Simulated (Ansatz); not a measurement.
**A strain series on LiCl (rocksalt): isotropic on every length**

LiCl (rocksalt), relaxed with r2SCAN in Ansatz 0.2.0, then strained (isotropic on every length; changes of length per length, axes as in the cell below) with the atoms relaxed again within the symmetry that is left. The symmetry is Fm-3m (No. 225, cubic); a = 5.112 Å in the conventional setting, 16.70 Å³ an atom. Li has 6 Cl at 2.56 Å; Cl has 6 Li at 2.56 Å. No spin polarisation and no zero-point or thermal motion.

```yaml
crystal:
  lattice:
    - [0.00000, 2.55604, 2.55604]
    - [2.55604, 0.00000, 2.55604]
    - [2.55604, 2.55604, 0.00000]
  atoms:
    - { symbol: Li, position: [0.00000, 0.00000, 0.00000] }
    - { symbol: Cl, position: [0.50000, 0.50000, 0.50000] }
```

Gaps are the least over each mesh (PBE 8×8×8, r2SCAN 8×8×8, HSE06 6×6×6 when unstrained) and the special points, which keep their unstrained names; stress is the change from the unstrained cell, compression positive.

| strain (%) | gap, PBE (eV) | gap, r2SCAN (eV) | gap, HSE06 (eV) | edges, HSE06 | mean stress, r2SCAN (GPa) | energy rise, r2SCAN (meV/atom) |
| --- | --- | --- | --- | --- | --- | --- |
| -1.5 | 6.657 | 7.585 | 8.073 | Γ–K (0.21) → Γ | +1.74 | 3.9 |
| -1.39 | 6.636 | 7.563 | 8.051 | Γ–K (0.21) → Γ | +1.60 | 3.3 |
| 0.0 | 6.384 | 7.291 | 7.785 | Γ–K (0.20) → Γ | 0.00 | 0.0 |
| +5.0 | 5.621 | 6.466 | 6.975 | Γ–K (0.19) → Γ | -3.70 | 34.5 |

Problem. Estimate the row for a strain of +5.07 %.

Solution.

| strain (%) | gap, PBE (eV) | gap, r2SCAN (eV) | gap, HSE06 (eV) | edges, HSE06 | mean stress, r2SCAN (GPa) | energy rise, r2SCAN (meV/atom) |
| --- | --- | --- | --- | --- | --- | --- |
| +5.07 | 5.612 | 6.456 | 6.965 | Γ–K (0.19) → Γ | -3.74 | 35.4 |

Between zero and the nearest strains the slope of the HSE06 gap against strain is -0.192 eV per percent for negative and -0.162 for positive strain.

Where an edge lies off the special points, it is a point of the mesh or the k point where a search put PBE's edge or least direct gap, reused for the other functionals, whose own edges may lie a little apart.

The meshes of the hybrids are coarse, so their gaps aren't converged to the digits shown.
